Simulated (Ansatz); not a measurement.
Crystal: MnSb.

```
Sb Mn
1.0
     4.15000    0.00000    0.00000
    -2.07500    3.59401    0.00000
     0.00000    0.00000    5.78000
Sb Mn
2 2
Direct
  0.66667 0.33333 0.75000
  0.33333 0.66667 0.25000
  0.00000 0.00000 0.50000
  0.00000 0.00000 0.00000
```

Alike in all runs: program Ansatz 0.2.0; functional PBE; potentials or basis Ansatz PAW; cutoff 420 eV (not typed: the program's choice for these potentials); k mesh 6 × 6 × 4; occupations fermi-dirac, width 0.05 eV.

Q: Only the start or the spin constraint differs. Which run ends lowest in energy?
A. collinear spin, program default start; fixed moment 0
B. collinear spin, ferromagnetic start of up to 5 μB; fixed moment 10
C. collinear spin, ferromagnetic start of up to 1 μB; fixed moment 2
D. collinear spin, ferromagnetic start of up to 3 μB; fixed moment 6
E. collinear spin, ferromagnetic start of up to 4 μB; fixed moment 8
F. collinear spin, ferromagnetic start of up to 2 μB; fixed moment 4

A: D.

```csv
start,free energy over the lowest (meV/atom),net moment (μB),site or absolute moments (μB),gap
"collinear spin, ferromagnetic start of up to 6 μB; fixed moment 12",1341.2,12.00,Sb +0.53; Mn +4.53,-
"collinear spin, ferromagnetic start of up to 4 μB; fixed moment 8",66.4,8.00,Sb -0.03; Mn +3.82,-
"collinear spin, ferromagnetic start of up to 5 μB; fixed moment 10",548.2,10.00,Sb +0.22; Mn +4.23,-
"collinear spin, ferromagnetic start of up to 1 μB; fixed moment 2",367.2,2.00,Sb -0.09; Mn +1.16,-
"collinear spin, ferromagnetic start of up to 2 μB; fixed moment 4",171.7,4.00,Sb -0.17; Mn +2.26,-
"collinear spin, program default start; fixed moment 0",477.7,0.00,-,-
"collinear spin, ferromagnetic start of up to 8 μB; fixed moment 16",4056.8,16.00,Sb +0.99; Mn +5.10,-
"collinear spin, ferromagnetic start of up to 3 μB; fixed moment 6",0.0,6.00,Sb -0.15; Mn +3.17,-
```

All polarised runs hold their moment fixed, so the table maps the energy against it. A still lower state may exist.

Caveats: the total moment is fixed, so each spin has its own Fermi level.
